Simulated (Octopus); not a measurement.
# ZnO (Pm-3m) in Octopus: convergence with order

Aim: find how far order must go before the results for ZnO settle, at LDA. This setting moves, with any that are tied to it; all else stays.

Everything below comes from runs of Octopus 16.4. Logs are shortened: lines on timing, memory, paths and dates and some standing lists are left out, and cuts for length are marked.

### 1 Starting point

It takes space group Pm-3m (No. 221, cubic). The conventional cell has a = 2.688 Å, b = 2.688 Å, c = 2.688 Å, α = 90.00°, β = 90.00°, γ = 90.00°. Around Zn (site symmetry m-3m) lie 8 O at 2.33 Å. Around O (site symmetry m-3m) lie 8 Zn at 2.33 Å.

The cell was built by a generator and needn't be a form met in nature.

### 2 With order 2

Contents of inp:

```
CalculationMode = gs
UnitsOutput = eV_Angstrom
PeriodicDimensions = 3
ExperimentalFeatures = yes
PseudopotentialSet = hgh_lda
XSFCoordinates = "crystal.xsf"
%Spacing
 0.09600750*angstrom | 0.09600750*angstrom | 0.09600750*angstrom
%
DerivativesOrder = 2
%KPointsGrid
 7 | 7 | 7
%
KPointsUseSymmetries = yes
XCFunctional = lda_x + lda_c_pw_mod
SmearingFunction = fermi_dirac
Smearing = 0.05*eV
ExtraStates = 6
Eigensolver = chebyshev_filter
ConvRelDens = 1e-6
MaximumIter = 120
SCFCalculateStress = yes
```

Contents of crystal.xsf:

```
CRYSTAL
PRIMVEC
    5.0799806655      0.0000000000      0.0000000000
    0.0000000000      5.0799806655      0.0000000000
    0.0000000000      0.0000000000      5.0799806655
PRIMCOORD
2 1
Zn      0.0000000000      0.0000000000      0.0000000000
O       2.5399903327      2.5399903327      2.5399903327
```

Potentials or basis: hgh_lda (LDA).

On the command line:

```
> OMP_NUM_THREADS=1 octopus > out.log  # reads inp and crystal.xsf
```

out.log:

```text
Running octopus

Version                : 16.4
Optional libraries     :

************************** Calculation Mode **************************
Input: [CalculationMode = gs]
**********************************************************************

Input: [SpinComponents = unpolarized]

******************************* Space ********************************
Octopus will run in 3 dimension(s).
Octopus will treat the system as periodic in 3 dimension(s).
**********************************************************************

Input: [AllElectronType = no]
Input: [PseudopotentialSet = hgh_lda]
Reading Coordinates from crystal.xsf

****************************** Species *******************************
  Species 'Zn'
    type             : pseudopotential
    file             : 'Zn.hgh'
    file format      : HGH
    valence charge   : 2.0
    atomic number    :  30
    form on file     : kleinman-bylander
    lmax             : 2
    llocal           : -1
    projectors per l : 3
    total projectors : 9
    application form : kleinman-bylander
    orbitals         :  1
    bound orbitals   :  1

  Species 'O'
    type             : pseudopotential
    file             : 'O.hgh'
    file format      : HGH
[... 320 lines left out ...]
%%%%-------------%%%%%%%%---%-%%%%--%%%%%%%%%%%%%%%%%%%%%%%%%%%%%%-%-%
                         ^

Fermi energy =     1.810559 eV

**********************************************************************

*********************** SCF CYCLE ITER #    2 ************************
 etot  = -4.70608454E+02 abs_ev   =  1.67E+01 rel_ev   =  7.89E-01
 ediff =        1.96E+00 abs_dens =  1.01E+00 rel_dens =  1.26E-01
Matrix vector products: 500
Converged eigenvectors: 0
[... 139 lines left out ...]
*********************** SCF CYCLE ITER #   14 ************************
 etot  = -4.67872319E+02 abs_ev   =  1.02E-05 rel_ev   =  5.04E-07
 ediff =        1.15E-06 abs_dens =  8.47E-07 rel_dens =  1.06E-07
Matrix vector products: 500
Converged eigenvectors: 46

#  State  KPoint  Eigenvalue [eV]  Occupation    Error
      1       1      -14.280339    2.000000   ( 5.5E-09)
      1       2      -14.113688    2.000000   ( 4.1E-09)
      1       3      -13.934053    2.000000   ( 2.9E-09)
      1       4      -13.746866    2.000000   ( 3.3E-09)
      1       5      -13.685281    2.000000   ( 3.7E-08)
      1       6      -13.475158    2.000000   ( 2.9E-08)
      1       7      -13.271240    2.000000   ( 3.9E-08)
      1       9      -13.267870    2.000000   ( 3.6E-09)
[... 23 lines left out ...]
     10      18       25.343197    0.000000   ( 1.0E-01)
     10       8       25.463848    0.000000   ( 2.1E-02)
     10      12       25.547122    0.000000   ( 1.6E-02)
     10      17       25.985494    0.000000   ( 2.9E-02)
     10       6       26.016161    0.000000   ( 1.8E-02)
     10       7       26.120186    0.000000   ( 3.0E-02)
     10       5       26.473454    0.000000   ( 3.3E-02)
     10      14       26.828014    0.000000   ( 3.1E-02)

Density of states:

----------------------%------%----------------------------------------
----------------------%----%-%--------%------------------%------------
----------------------%----%-%--------%-----%------------%------------
---%------------------%-%%-%-%--------%-----%------------%------------
--%%------------------%-%%-%-%--------%-----%-%----------%-%--%-------
--%%------------------%-%%-%%%%-------%----%%-%%-------%-%-%%%%-------
--%%%-----------------%-%%-%%%%-------%%---%%-%%%-%----%-%-%%%%-%--%%-
-%%%%---------------%%%-%%-%%%%----%-%%%---%%%%%%-%----%-%%%%%%%%%%%%-
-%%%%%-------------%%%%%%%%%%%%----%%%%%--%%%%%%%%%%%-%%-%%%%%%%%%%%%%
-%%%%%-------------%%%%%%%%%%%%---%%%%%%%-%%%%%%%%%%%-%%%%%%%%%%%%%%%%
                               ^

Fermi energy =     3.920064 eV

**********************************************************************

Info: SCF converged in   14 iterations

** Warning:
**   Some of the states are not fully converged!

Info: Number of matrix-vector products:       7000
Info: Finished writing information to 'restart/gs'.

Octopus emitted 20 warnings.
```

Run time: 7.9 min. Hardware: 1 thread of Arm Neoverse V1, shared host; peak memory 0.44 GiB.

Results:

- Free energy: -467.8735 eV
- Pressure: -57.0 GPa
- Band gap on the k mesh: none (metal or under the smearing width)

### 3 With order 3

Edit inp of step 2 so:

```diff
@@ -9,3 +9,3 @@
 %
-DerivativesOrder = 2
+DerivativesOrder = 3
 %KPointsGrid
```

crystal.xsf is that of step 2.

Potentials or basis: hgh_lda (LDA).

On the command line:

```
> OMP_NUM_THREADS=1 octopus > out.log  # reads inp and crystal.xsf
```

Wall time 8.5 min (1 thread of Arm Neoverse V1, shared host); peak memory 0.45 GiB.

Results:

| Property | Result |
| --- | --- |
| Free energy | -467.1257 eV |
| Pressure | -47.0 GPa |
| Band gap on the k mesh | none (metal or under the smearing width) |

### 4 With order 4

Edit inp of step 3 so:

```diff
@@ -9,3 +9,3 @@
 %
-DerivativesOrder = 3
+DerivativesOrder = 4
 %KPointsGrid
```

crystal.xsf is that of step 3.

On the command line:

```
> OMP_NUM_THREADS=1 octopus > out.log  # reads inp and crystal.xsf
```

Wall time 9.1 min (1 thread of Arm Neoverse V1, shared host); peak memory 0.47 GiB.

The run converged. Its results:

| Property | Result |
| --- | --- |
| Free energy | -466.9786 eV |
| Pressure | -45.4 GPa |
| Band gap on the k mesh | none (metal or under the smearing width) |

### 5 With order 6

Edit inp of step 4 so:

```diff
@@ -9,3 +9,3 @@
 %
-DerivativesOrder = 4
+DerivativesOrder = 6
 %KPointsGrid
@@ -22 +22,6 @@
 SCFCalculateStress = yes
+%Output
+ density | cube
+ elf | cube
+ potential | cube
+%
```

crystal.xsf is that of step 4.

On the command line:

```
> OMP_NUM_THREADS=1 octopus > out.log  # reads inp and crystal.xsf
```

Wall time 9.3 min (1 thread of Arm Neoverse V1, shared host); peak memory 0.5 GiB.

Results (log left out):

```yaml
Free_energy: -466.9178 eV
Pressure: -44.9 GPa
Band_gap_on_the_k_mesh: none (metal or under the smearing width)
```

### 6 With order 8

Edit inp of step 5 so:

```diff
@@ -9,3 +9,3 @@
 %
-DerivativesOrder = 6
+DerivativesOrder = 8
 %KPointsGrid
@@ -22,6 +22 @@
 SCFCalculateStress = yes
-%Output
- density | cube
- elf | cube
- potential | cube
-%
```

crystal.xsf is that of step 5.

Potentials or basis: hgh_lda (LDA).

On the command line:

```
> OMP_NUM_THREADS=1 octopus > out.log  # reads inp and crystal.xsf
```

Run time: 9.2 min. Hardware: 1 thread of Arm Neoverse V1, shared host; peak memory 0.54 GiB.

It converged, with:

- Free energy: -466.9059 eV
- Pressure: -44.8 GPa
- Band gap on the k mesh: none (metal or under the smearing width)

### 7 With order 10

Edit inp of step 6 so:

```diff
@@ -9,3 +9,3 @@
 %
-DerivativesOrder = 8
+DerivativesOrder = 10
 %KPointsGrid
```

crystal.xsf is that of step 6.

On the command line:

```
> OMP_NUM_THREADS=1 octopus > out.log  # reads inp and crystal.xsf
```

Run time: 11 min. Hardware: 1 thread of Arm Neoverse V1, shared host; peak memory 0.58 GiB.

Results (log left out):

```
Free energy            : -466.9021 eV
Pressure               : -44.8 GPa
Band gap on the k mesh : none (metal or under the smearing width)
```

### 8 Result

| order | energy less the tightest run, at zero smearing (meV/atom) | pressure (GPa) | SCF cycles | CPU time (s) | peak memory (GiB) |
| --- | --- | --- | --- | --- | --- |
| 2 | -485.69 | -56.98 | 14 | 470 | 0.44 |
| 3 | -111.77 | -46.99 | 15 | 510 | 0.45 |
| 4 | -38.26 | -45.39 | 16 | 550 | 0.47 |
| 6 | -7.84 | -44.86 | 16 | 560 | 0.5 |
| 8 | -1.90 | -44.80 | 15 | 550 | 0.54 |
| 10 | 0.00 | -44.79 | 18 | 670 | 0.58 |

Against the tightest run, the pressure stays within 0.1 GPa from 6 on. Not settled before the last step: the energy (to 1 meV/atom). The tightest run that finished is the yardstick and may itself not be fully converged.

Caveats: this is an older set of potentials, less accurate than current ones; a pressure of tens of GPa on the cell as given is suspect, and the run, the potentials or the cell itself is likely at fault.
